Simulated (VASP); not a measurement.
# ZnS (Wurtzite-2H): single point with PBE

**Measured values to compare with.**

From a printed reference work, monograph, for a bulk crystal of ZnS at 4 K: band gap 3.911 eV (direct).

The system is ZnS (Wurtzite-2H).

```
CELL_PARAMETERS angstrom
3.81100 0.00000 0.00000
-1.90550 3.30042 0.00000
0.00000 0.00000 6.23400
ATOMIC_POSITIONS crystal
Zn 0.66667 0.33333 0.50000
Zn 0.33333 0.66667 0.00000
S 0.66667 0.33333 0.88500
S 0.33333 0.66667 0.38500
```

- Program: VASP 6.6.1
- Task: single point
- Functional: PBE
- Potentials or basis: VASP PAW PBE potentials, release 64 (Zn, S)
- Cutoff: 520 eV
- k mesh: 8 × 8 × 5
- Occupations: gaussian, width 0.024 eV
- Spin: no spin polarisation
- Further INCAR settings: ALGO = Normal; EDIFF = 1e-06

```yaml
Pressure: 2.5 GPa
Largest_force: 0.323 eV/Å
Band_gap_on_the_k_mesh: 2.25 eV, direct
```

Forces on the atoms (eV/Å):
```
Zn   0.000  0.000  0.323
Zn   0.000  0.000  0.323
S    0.000  0.000 -0.323
S    0.000  0.000 -0.323
```

Stress tensor (GPa, compression positive):
```
3.18 0.00 0.00
0.00 3.18 0.00
0.00 0.00 1.12
```

Levels at points of the mesh, in eV from the valence-band top:
```csv
k point,band 14,band 15,band 16,band 17,band 18,band 19,band 20,band 21,band 22
"(0.00, 0.00, 0.00)",-0.86,-0.86,-0.01,-0.01,0.00,2.25,3.00,6.30,6.30
"(0.50, 0.00, 0.00)",-4.21,-3.16,-2.25,-1.56,-0.98,3.62,4.27,5.18,7.14
```

It took 33 s on 1 thread of Intel(R) Xeon(R) Platinum 8488C (Sapphire Rapids), with other jobs on the host, peak memory 0.2 GiB.

A measured gap of ZnS is 3.911 eV (direct; 4 K; a printed reference work, monograph); the calculated 2.25 eV misses it by -1.66 eV. The value is that of PBE, without temperature or zero-point motion. Semilocal functionals fall short of measured gaps as a rule.
